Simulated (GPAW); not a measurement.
Runs of GPAW 26.7.0 on Zr. Symmetry: P6_3/mmc, No. 194, hexagonal system. The conventional cell has a = 3.232 Å, b = 3.232 Å, c = 5.147 Å, α = 90.00°, β = 90.00°, γ = 120.00°. Zr (site symmetry -6m2) is surrounded by 12 Zr at 3.18 to 3.23 Å. 

| task | level | potentials or basis | spin | cell | k mesh | cutoff (eV) | smearing | optimizer | fmax | max steps | convergence | kernel | gap on the mesh (eV) | pressure (GPa) | relaxed volume (Å³/atom) |
| --- | --- | --- | --- | --- | --- | --- | --- | --- | --- | --- | --- | --- | --- | --- | --- |
| relaxation of cell and atoms | revPBE | the program's PAW data sets (release 1.2.1) made for this functional, pw | off | relaxed | 9 × 9 × 5 | 600 | fermi-dirac 0.05 eV | LBFGS | 0.02 eV/Å | 60 | density=1e-05 forces=0.0001 | - | none | 0.0 | (a) |
| eps q | PBE | JTH PAW 2.0, PBE, pw | off | as given | 8 × 8 × 4 | 450 | fermi-dirac 0.05 eV | - | - | - | - | RPA | none | - | - |
| relaxation of cell and atoms | PBEsol | PAW data sets generated in the run's folder for this functional, pw | off | relaxed | 9 × 9 × 5 | 600 | fermi-dirac 0.05 eV | BFGS | 0.01 eV/Å | 60 | density=1e-05 forces=0.0001 | - | none | 0.0 | 22.41 |
| single point | PBE | GPAW PAW data sets (gpaw-data 1.2.1), pw | off | as given | 9 × 9 × 5 | 600 | gaussian 0.027 eV | - | - | - | - | - | none | 0.2 | - |

**Question.** Fill in the values left out.

**Answer.** (a) 23.73.

Caveats: later steps reuse the first step's grids (some runs); the program truncates these outside data sets (some runs); response on these states lacks terms of the Hamiltonian (some runs).

A k mesh can miss the band edges, and the runs leave out spin-orbit coupling on Zr.

A gap of «none» marks a metal or a gap under the smearing width.

Not every run made on this cell is shown here.
